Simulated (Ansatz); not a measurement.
Crystal: Yb.

```xyz
1
Lattice="0.0000 2.7431 2.7431 2.7431 0.0000 2.7431 2.7431 2.7431 0.0000" Properties=species:S:1:pos:R:3 pbc="T T T"
Yb    0.0000    0.0000    0.0000
```

```yaml
Program: Ansatz 0.2.0
Task: relaxation of cell and atoms
Functional: revPBE
Potentials_or_basis: all-electron LAPW, scalar-relativistic
Basis_error_allowed: 0.001 eV/atom
k_mesh: 6 × 6 × 6
Occupations: fermi-dirac, width 0.05 eV
Spin: collinear spin, ferromagnetic start
Starting_moments: "[1.0] μB"
```

At the start: volume 41.28 Å³/atom.

Question: How do energy, volume and symmetry change on relaxing?

Answer: Over 5 steps the energy falls by 13.1 meV/atom and the volume is 38.06 Å³/atom (-7.8 %); space group Fm-3m (No. 225, to 0.05 Å); moment 0.00 μB per cell.

The path:
```
step  energy change (eV)  largest force (eV/Å)  volume (Å³)
   1              0.0000                0.0000        41.28
   2             -0.0080                0.0000        40.02
   3             -0.0131                0.0000        37.81
   4             -0.0131                0.0000        38.06
   5             -0.0131                0.0000        38.06
```

Final structure:
```
Yb
1.0
     0.00000    2.66969    2.66969
     2.66969    0.00000    2.66969
     2.66969    2.66969    0.00000
Yb
1
Direct
  0.00000 0.00000 0.00000
```

Caveat: the k mesh is thin for a metal, which can move the energy by tens of meV per atom; an open f shell can end in a state above the lowest; the starting moments weren't kept.
